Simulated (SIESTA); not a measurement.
Al:

```
CELL_PARAMETERS angstrom
-1.59122 1.59122 1.59122
1.59122 -1.59122 1.59122
1.59122 1.59122 -1.59122
ATOMIC_POSITIONS crystal
Al 0.00000 0.00000 0.00000
```

This isn't the form of Al at room conditions, which is fcc.

Base run:

```yaml
Program: SIESTA 5.4.2
Functional: LDA
Potentials_or_basis: PseudoDojo 0.4 standard (LDA files)
Basis: DZP (energy shift 0.003 Ry)
Grid_cutoff: 500 Ry
Energy_shift: 0.003 Ry
k_mesh: 12 × 12 × 12
Occupations: fermi-dirac, width 0.05 eV
Spin: no spin polarisation
```

Its results: band gap on the k mesh none (metal or under the smearing width); pressure 0.8 GPa.

Question: The run is repeated on the same cell with these changes: functional from LDA to PBEsol; potentials or basis from PseudoDojo 0.4 standard (LDA files) to PseudoDojo 0.4 standard (PBEsol files). What comes out?

Answer: Band gap on the k mesh none (metal or under the smearing width); pressure 2.6 GPa.

Caveats: the basis of atomic orbitals isn't converged, which shifts pressures, moduli and gaps.

Not every run made on this cell is shown here.
